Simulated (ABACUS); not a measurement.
# Ti (Im-3m) in ABACUS: settings compared

The runs below take Ti through band structure, equation of state, with PBEsol, revPBE, MS2.

Everything below comes from runs of ABACUS 3.10.1. Logs are shortened: lines on timing, memory, paths and dates and some standing lists are left out, and cuts for length are marked.

## (1) Starting point

It takes space group Im-3m (No. 229, cubic). Conventional cell: a = 3.282 Å, b = 3.282 Å, c = 3.282 Å, α = 90.00°, β = 90.00°, γ = 90.00°. Around Ti (site symmetry m-3m) lie 8 Ti at 2.84 Å.

This isn't the form of Ti at room conditions, which is hcp.

## (2) Band structure, PBEsol

INPUT reads:

```
INPUT_PARAMETERS
suffix              Ti
calculation         nscf
basis_type          lcao
pseudo_dir          ./
orbital_dir         ./
symmetry            -1
dft_functional      pbesol
ecutwfc             100.0
pseudo_rcut         10
nspin               1
nbands              16
ks_solver           genelpa
smearing_method     fd
smearing_sigma      0.00367493
scf_thr             1e-07
scf_nmax            100
mixing_type         broyden
mixing_beta         0.7
init_chg            file
out_band            1
```

STRU reads:

```
ATOMIC_SPECIES
Ti 47.8670 Ti.upf

NUMERICAL_ORBITAL
Ti_confined-atom_7au_3s2p2d1f.orb

LATTICE_CONSTANT
1.8897261246

LATTICE_VECTORS
-1.6410000000 1.6410000000 1.6410000000
1.6410000000 -1.6410000000 1.6410000000
1.6410000000 1.6410000000 -1.6410000000

ATOMIC_POSITIONS
Direct

Ti
0.0
1
0.0000000000 0.0000000000 0.0000000000 1 1 1
```

KPT reads:

```
K_POINTS
8
Line
0.00000000 0.00000000 0.00000000 10 // G
0.50000000 -0.50000000 0.50000000 10 // H
0.00000000 0.00000000 0.50000000 10 // N
0.00000000 0.00000000 0.00000000 10 // G
0.25000000 0.25000000 0.25000000 10 // P
0.50000000 -0.50000000 0.50000000 1 // H
0.25000000 0.25000000 0.25000000 10 // P
0.00000000 0.00000000 0.50000000 1 // N
```

Potentials or basis: PseudoDojo NC SR 0.4.1 PBEsol standard, DZP LCAO (the cutoffs set its grid).

Launch:

```sh
OMP_NUM_THREADS=1 mpirun -np 4 abacus > log
```

running log:

```text
ABACUS v3.10.1

               Atomic-orbital Based Ab-initio Computation at UStc

 ------------------------------------------------------------------------------------

 READING GENERAL INFORMATION
                           global_out_dir = OUT.Ti/
                           global_in_card = INPUT
                               pseudo_dir = ./
                              orbital_dir = ./
                                    DSIZE = 4
                                    GSIZE = 1

 READING UNITCELL INFORMATION
                                    ntype = 1
                  lattice constant (Bohr) = 1.88973
              lattice constant (Angstrom) = 1

 READING ATOM TYPE 1
                               atom label = Ti
                      L=0, number of zeta = 3
                      L=1, number of zeta = 2
                      L=2, number of zeta = 2
                      L=3, number of zeta = 1
             number of atom for this type = 1

                        TOTAL ATOM NUMBER = 1
DIRECT COORDINATES
    atom                   x                   y                   z     mag                  vx                  vy                  vz
taud_Ti1            0.0000000000        0.0000000000        0.0000000000  0.0000        0.0000000000        0.0000000000        0.0000000000

                          Volume (Bohr^3) = 119.284
                             Volume (A^3) = 17.676

 Lattice vectors: (Cartesian coordinate: in unit of a_0)
               -1.641              +1.641              +1.641
               +1.641              -1.641              +1.641
               +1.641              +1.641              -1.641
 Reciprocal vectors: (Cartesian coordinate: in unit of 2 pi/a_0)
                   +0           +0.304692           +0.304692
            +0.304692                  +0           +0.304692
            +0.304692           +0.304692                  +0
 The esolver type has been set to : ksdft_lcao

                PAO radial cut off (Bohr) = 10

 Read in pseudopotential file is Ti.upf
                     pseudopotential type = NC
          exchange-correlation functional = PBESOL
                 nonlocal core correction = 1
                        valence electrons = 12
                                     lmax = 2
                           number of zeta = 4
                     number of projectors = 6
                           L of projector = 0
                           L of projector = 0
                           L of projector = 1
                           L of projector = 1
                           L of projector = 2
                           L of projector = 2
     initial pseudo atomic orbital number = 10

 SETUP THE ELECTRONS NUMBER
            electron number of element Ti = 12
      total electron number of element Ti = 12
            AUTOSET number of electrons:  = 12
                           occupied bands = 6
                                   NLOCAL = 26
                                   NBANDS = 16
                                   NBANDS = 16
                                   NLOCAL = 26

%%%%%%%%%%%%%%%%%%%%%%%%%%%%%%%%%%%%%%%%%%%%%%%%%%%%%%%%%%%%%%%%%%%%%%%%%%%%%%%%%%%%%%%%%%%%%%%%%%%%%%%%%%
 Warning: the number of valence electrons in pseudopotential > 4 for Ti: [Ar] 3d2 4s2
 Pseudopotentials with additional electrons can yield (more) accurate outcomes, but may be less efficient.
 If you're confident that your chosen pseudopotential is appropriate, you can safely ignore this warning.
%%%%%%%%%%%%%%%%%%%%%%%%%%%%%%%%%%%%%%%%%%%%%%%%%%%%%%%%%%%%%%%%%%%%%%%%%%%%%%%%%%%%%%%%%%%%%%%%%%%%%%%%%%

 SETUP THE PLANE WAVE BASIS
 energy cutoff for charge/potential (unit:Ry) = 400
            fft grid for charge/potential = [ 36, 36, 36 ]
                        fft grid division = [ 3, 3, 3 ]
        big fft grid for charge/potential = [ 12, 12, 12 ]
                                     nbxx = 432
                                     nrxx = 11664

 SETUP PLANE WAVES FOR CHARGE/POTENTIAL
[... 59 lines left out ...]
                         PeriodicBoundary = 1
                        Radius(unit:lat0) = 9.21
                                   glayer = [ 5, 5, 5 ]
                             glayer_minus = [ 4, 4, 4 ]

Find the coordinate range of the input atom(unit:lat0).
                                  min_tau = [ -19.7, -19.7, -19.7 ]
                                  max_tau = [ 19.7, 19.7, 19.7 ]
                                BoxNumber = [ 9, 9, 9 ]

 SETUP EXTENDED REAL SPACE GRID FOR GRID INTEGRATION
                          real space grid = [ 36, 36, 36 ]
                 big cell numbers in grid = [ 12, 12, 12 ]
             meshcell numbers in big cell = [ 3, 3, 3 ]
                        extended fft grid = [ 20, 20, 20 ]
                dimension of extened grid = [ 53, 53, 53 ]
                            UnitCellTotal = 125
              Atom number in sub-FFT-grid = 1
    Local orbitals number in sub-FFT-grid = 26
                                ParaV.nnr = 19097
                                 init_chg = file
 try to read charge from file
 Read in the charge density: OUT.Ti//Ti-CHARGE-DENSITY.restart

 LCAO ALGORITHM --------------- ION=   1  ELEC=   1--------------------------------
[... levels at 62 k points of this process ...]

 Density error is 0.00000000000
----------------------------------------------------------
     Energy           Rydberg                 eV
----------------------------------------------------------
 E_KohnSham     -118.6567700585      -1614.4081790717
 E_KS(sigma->0) -118.6565599868      -1614.4053208992
 E_Harris       -118.6567700585      -1614.4081790717
 E_band         -11.8237208284       -160.8699748275
 E_one_elec     -41.3253435265       -562.2601437672
 E_Hartree      24.4286951671        332.3694489778
 E_xc           -17.2639323420       -234.8878497379
 E_Ewald        -84.4957692137       -1149.6239181993
 E_entropy(-TS) -0.0004201435        -0.0057163451
 E_descf        0.0000000000         0.0000000000
 E_exx          0.0000000000         0.0000000000
 E_Fermi        0.9435587907         12.8377759514
----------------------------------------------------------

 charge density convergence is achieved
 final etot is -1614.4081791 eV
 EFERMI = 12.837775951 eV

 STATE ENERGY(eV) AND OCCUPATIONS    NSPIN == 1
 1/62 kpoint (Cartesian) = 0.0000 0.0000 0.0000 (495 pws)
       1       -43.5158      0.0322581
       2       -19.5052      0.0322581
       3       -19.5052      0.0322581
       4       -19.5052      0.0322581
       5        6.86979      0.0322581
       6        13.7619    3.03530e-10
[... 8 lines left out ...]
      15        38.4635        0.00000
      16        39.3284        0.00000

 2/62 kpoint (Cartesian) = 0.0000 0.030469 0.0000 (502 pws)
       1       -43.5098      0.0322581
       2       -19.5279      0.0322581
       3       -19.5154      0.0322581
       4       -19.5154      0.0322581
       5        7.03765      0.0322581
       6        13.7462    4.15480e-10
[... 8 lines left out ...]
      15        38.1211        0.00000
      16        38.1211        0.00000

 3/62 kpoint (Cartesian) = 0.0000 0.060938 0.0000 (500 pws)
       1       -43.4923      0.0322581
       2       -19.5904      0.0322581
       3       -19.5453      0.0322581
       4       -19.5453      0.0322581
       5        7.52526      0.0322581
       6        13.7174    7.38523e-10
[... 8 lines left out ...]
      15        36.6954        0.00000
      16        36.6954        0.00000

 4/62 kpoint (Cartesian) = 0.0000 0.091408 0.0000 (497 pws)
       1       -43.4659      0.0322581
       2       -19.6772      0.0322581
       3       -19.5926      0.0322581
       4       -19.5926      0.0322581
       5        8.28191      0.0322581
       6        13.7225    6.67053e-10
[... 8 lines left out ...]
      15        36.1504        0.00000
      16        36.1504        0.00000

 5/62 kpoint (Cartesian) = 0.0000 0.12188 0.0000 (502 pws)
       1       -43.4337      0.0322581
       2       -19.7690      0.0322581
       3       -19.6531      0.0322581
       4       -19.6531      0.0322581
       5        9.20603      0.0322581
       6        13.5933    8.84328e-09
[... 8 lines left out ...]
      15        36.9747        0.00000
      16        36.9747        0.00000

 6/62 kpoint (Cartesian) = 0.0000 0.15235 0.0000 (502 pws)
       1       -43.3997      0.0322581
       2       -19.8486      0.0322581
       3       -19.7216      0.0322581
       4       -19.7216      0.0322581
       5        10.1370      0.0322581
       6        12.8365      0.0163372
[... 8 lines left out ...]
      15        38.8634        0.00000
      16        38.8634        0.00000

[... levels at 56 further k points ...]

 --------------------------------------------
 !FINAL_ETOT_IS -1614.408179071743 eV
 --------------------------------------------

 Output bands in file: OUT.Ti/BANDS_1.dat
```

Run time: 0.53 s. Hardware: 4 MPI ranks of AMD EPYC 9R14 (Zen 4), shared host; peak memory 0.36 GiB.

Levels at the corners of the path, in eV from the Fermi level:
```tsv
point	band 4	band 5	band 6	band 7	band 8	band 9
Γ	-32.28	-5.91	0.98	0.98	0.98	2.73
H	-32.73	-2.06	-2.06	3.88	3.88	3.88
N	-32.29	-2.42	-0.38	1.08	2.72	3.06
Γ	-32.28	-5.91	0.98	0.98	0.98	2.73
P	-32.60	-0.61	-0.61	-0.61	3.11	3.11
H	-32.73	-2.06	-2.06	3.88	3.88	3.88
P	-32.60	-0.61	-0.61	-0.61	3.11	3.11
N	-32.29	-2.42	-0.38	1.08	2.72	3.06
```

Caveat: the atomic orbitals were generated for these runs and aren't a published set; the density is read from an earlier self-consistent run, whose mesh may be coarse; the basis of atomic orbitals isn't converged, which shifts pressures, moduli and gaps.

## (3) Band structure, revPBE

INPUT reads:

```
INPUT_PARAMETERS
suffix              Ti
calculation         nscf
basis_type          pw
pseudo_dir          ./
symmetry            -1
dft_functional      revpbe
ecutwfc             85.0
pseudo_rcut         10
nspin               1
nbands              16
ks_solver           dav
smearing_method     fd
smearing_sigma      0.00367493
scf_thr             1e-08
scf_nmax            100
mixing_type         broyden
mixing_beta         0.7
init_chg            file
pw_diag_thr         1e-07
out_band            1
kpar                4
```

STRU reads:

```
ATOMIC_SPECIES
Ti 47.8670 Ti.upf

LATTICE_CONSTANT
1.8897261246

LATTICE_VECTORS
1.6410000000 1.6410000000 1.6410000000
-1.6410000000 1.6410000000 1.6410000000
-1.6410000000 -1.6410000000 1.6410000000

ATOMIC_POSITIONS
Direct

Ti
0.0
1
0.0000000000 0.0000000000 0.0000000000 1 1 1
```

KPT reads:

```
K_POINTS
8
Line
0.00000000 0.00000000 0.00000000 10 // G
-0.50000000 -0.50000000 -0.50000000 10 // H
0.00000000 0.00000000 -0.50000000 10 // N
0.00000000 0.00000000 0.00000000 10 // G
-0.25000000 0.25000000 -0.25000000 10 // P
-0.50000000 -0.50000000 -0.50000000 1 // H
-0.25000000 0.25000000 -0.25000000 10 // P
0.00000000 0.00000000 -0.50000000 1 // N
```

Potentials or basis: Ansatz NC PBE, plane waves.

Launch:

```sh
OMP_NUM_THREADS=1 mpirun -np 4 abacus > log
```

Wall time 1.2 s (4 MPI ranks of Intel Xeon Platinum 8488C (Sapphire Rapids), shared host); peak memory 0.36 GiB.

Levels at the corners of the path, in eV from the Fermi level:
```tsv
point	band 2	band 3	band 4	band 5	band 6	band 7	band 8	band 9	band 10	band 11
Γ	-32.50	-32.50	-32.50	-5.92	0.96	0.96	0.96	2.67	2.67	17.25
H	-32.93	-32.93	-32.93	-2.07	-2.07	3.81	3.81	3.81	8.20	8.20
N	-33.13	-32.69	-32.50	-2.42	-0.39	1.03	2.66	3.00	4.15	8.57
Γ	-32.50	-32.50	-32.50	-5.92	0.96	0.96	0.96	2.67	2.67	17.25
P	-32.81	-32.81	-32.81	-0.63	-0.63	-0.63	3.06	3.06	8.86	8.86
H	-32.93	-32.93	-32.93	-2.07	-2.07	3.81	3.81	3.81	8.20	8.20
P	-32.81	-32.81	-32.81	-0.63	-0.63	-0.63	3.06	3.06	8.86	8.86
N	-33.13	-32.69	-32.50	-2.42	-0.39	1.03	2.66	3.00	4.15	8.57
```

Caveat: the density is read from an earlier self-consistent run, whose mesh may be coarse; the potentials were made for another functional, which shifts forces and pressure.

## (4) Equation of state, revPBE, 16.62 Å³/atom (volume scaled by 0.94)

INPUT reads:

```
INPUT_PARAMETERS
suffix              Ti
calculation         scf
basis_type          pw
pseudo_dir          ./
symmetry            1
dft_functional      revpbe
ecutwfc             85
pseudo_rcut         10
nspin               1
nbands              10
ks_solver           dav
smearing_method     fd
smearing_sigma      0.00367493
scf_thr             1e-08
scf_nmax            100
mixing_type         broyden
mixing_beta         0.7
cal_force           1
cal_stress          1
kpar                4
```

STRU reads:

```
ATOMIC_SPECIES
Ti 47.8670 Ti.upf

LATTICE_CONSTANT
1.8897261246

LATTICE_VECTORS
-1.6075008044 1.6075008044 1.6075008044
1.6075008044 -1.6075008044 1.6075008044
1.6075008044 1.6075008044 -1.6075008044

ATOMIC_POSITIONS
Direct

Ti
0.0
1
0.0000000000 0.0000000000 0.0000000000 1 1 1
```

KPT reads:

```
K_POINTS
0
Gamma
9 9 9 0 0 0
```

Launch:

```sh
OMP_NUM_THREADS=1 mpirun -np 4 abacus > log
```

Run time: 1.4 s. Hardware: 4 MPI ranks of Intel Xeon Platinum 8488C (Sapphire Rapids), shared host; peak memory 0.36 GiB.

It converged, with:

```
Free energy            : -1618.6510 eV
Pressure               : 6.8 GPa
Band gap on the k mesh : none (metal or under the smearing width)
```

Caveat: the potentials were made for another functional, which shifts forces and pressure.

## (5) Equation of state, revPBE, 17.32 Å³/atom (volume scaled by 0.98)

INPUT is that of step 4.

STRU reads:

```
ATOMIC_SPECIES
Ti 47.8670 Ti.upf

LATTICE_CONSTANT
1.8897261246

LATTICE_VECTORS
-1.6299862453 1.6299862453 1.6299862453
1.6299862453 -1.6299862453 1.6299862453
1.6299862453 1.6299862453 -1.6299862453

ATOMIC_POSITIONS
Direct

Ti
0.0
1
0.0000000000 0.0000000000 0.0000000000 1 1 1
```

KPT is that of step 4.

Launch:

```sh
OMP_NUM_THREADS=1 mpirun -np 4 abacus > log
```

Run time: 1.4 s. Hardware: 4 MPI ranks of Intel Xeon Platinum 8488C (Sapphire Rapids), shared host; peak memory 0.36 GiB.

Results (log left out):

* Free energy: -1618.6701 eV
* Pressure: 1.9 GPa
* Band gap on the k mesh: none (metal or under the smearing width)

Caveat: the potentials were made for another functional, which shifts forces and pressure.

## (6) Equation of state, revPBE, 18.03 Å³/atom (volume scaled by 1.02)

INPUT is that of step 5.

STRU reads:

```
ATOMIC_SPECIES
Ti 47.8670 Ti.upf

LATTICE_CONSTANT
1.8897261246

LATTICE_VECTORS
-1.6518678664 1.6518678664 1.6518678664
1.6518678664 -1.6518678664 1.6518678664
1.6518678664 1.6518678664 -1.6518678664

ATOMIC_POSITIONS
Direct

Ti
0.0
1
0.0000000000 0.0000000000 0.0000000000 1 1 1
```

KPT is that of step 5.

Potentials or basis: Ansatz NC PBE, plane waves.

Launch:

```sh
OMP_NUM_THREADS=1 mpirun -np 4 abacus > log
```

Run time: 1.4 s. Hardware: 4 MPI ranks of Intel Xeon Platinum 8488C (Sapphire Rapids), shared host; peak memory 0.36 GiB.

It converged, with:

| Property | Result |
| --- | --- |
| Free energy | -1618.6696 eV |
| Pressure | -2.1 GPa |
| Band gap on the k mesh | none (metal or under the smearing width) |

Caveat: the potentials were made for another functional, which shifts forces and pressure.

## (7) Equation of state, revPBE, 18.74 Å³/atom (volume scaled by 1.06)

INPUT is that of step 6.

STRU reads:

```
ATOMIC_SPECIES
Ti 47.8670 Ti.upf

LATTICE_CONSTANT
1.8897261246

LATTICE_VECTORS
-1.6731846416 1.6731846416 1.6731846416
1.6731846416 -1.6731846416 1.6731846416
1.6731846416 1.6731846416 -1.6731846416

ATOMIC_POSITIONS
Direct

Ti
0.0
1
0.0000000000 0.0000000000 0.0000000000 1 1 1
```

KPT is that of step 6.

Launch:

```sh
OMP_NUM_THREADS=1 mpirun -np 4 abacus > log
```

It took 2.9 s on 4 MPI ranks of Intel Xeon Platinum 8488C (Sapphire Rapids), shared host; peak memory 0.36 GiB.

It converged, with:

| Property | Result |
| --- | --- |
| Free energy | -1618.6528 eV |
| Pressure | -5.5 GPa |
| Band gap on the k mesh | none (metal or under the smearing width) |

Caveat: the potentials were made for another functional, which shifts forces and pressure.

## (8) Equation of state, revPBE

Potentials or basis: Ansatz NC PBE, plane waves.

No new run: the results of the series are fitted here.

Results:

```yaml
Equilibrium_volume: 17.65 Å³/atom
Bulk_modulus: 101 GPa
Pressure_derivative_of_the_bulk_modulus: "3.7 (rough: it moves with the points fitted)"
```

Energy against volume, from the lowest point:
```tsv
volume (Å³/atom)	energy (meV/atom)
16.616	19.08
17.323	0.00
18.030	0.54
18.737	17.35
```

Caveat: the potentials were made for another functional, which shifts forces and pressure.

## (9) Band structure, MS2

INPUT reads:

```
INPUT_PARAMETERS
suffix              Ti
calculation         nscf
basis_type          pw
pseudo_dir          ./
symmetry            -1
dft_functional      MGGA_X_MS2+GGA_C_REGTPSS
ecutwfc             97.0
pseudo_rcut         10
nspin               1
nbands              16
ks_solver           dav
smearing_method     fd
smearing_sigma      0.00367493
scf_thr             1e-08
scf_nmax            100
mixing_type         broyden
mixing_beta         0.7
mixing_tau          1
init_chg            file
pw_diag_thr         1e-07
out_band            1
kpar                4
```

STRU reads:

```
ATOMIC_SPECIES
Ti 47.8670 Ti_ONCV_PBE-1.2.upf

LATTICE_CONSTANT
1.8897261246

LATTICE_VECTORS
-1.6410000000 1.6410000000 1.6410000000
1.6410000000 -1.6410000000 1.6410000000
1.6410000000 1.6410000000 -1.6410000000

ATOMIC_POSITIONS
Direct

Ti
0.0
1
0.0000000000 0.0000000000 0.0000000000 1 1 1
```

KPT reads:

```
K_POINTS
8
Line
0.00000000 0.00000000 0.00000000 10 // G
0.50000000 -0.50000000 0.50000000 10 // H
0.00000000 0.00000000 0.50000000 10 // N
0.00000000 0.00000000 0.00000000 10 // G
0.25000000 0.25000000 0.25000000 10 // P
0.50000000 -0.50000000 0.50000000 1 // H
0.25000000 0.25000000 0.25000000 10 // P
0.00000000 0.00000000 0.50000000 1 // N
```

Potentials or basis: SG15 ONCV 1.2 PBE, plane waves.

Launch:

```sh
OMP_NUM_THREADS=1 mpirun -np 4 abacus > log
```

It took 17 s on 4 MPI ranks of Intel Xeon Platinum 8259CL at 2.50GHz (Skylake/Cascade Lake), shared host; peak memory 0.36 GiB.

The run converged, but a check on its numbers failed (symmetry, net force, bounds or a known fault of this set-up), so they aren't taken as properties of the crystal.

Caveat: the density is read from an earlier self-consistent run, whose mesh may be coarse; the potentials were made for another functional, which shifts forces and pressure.
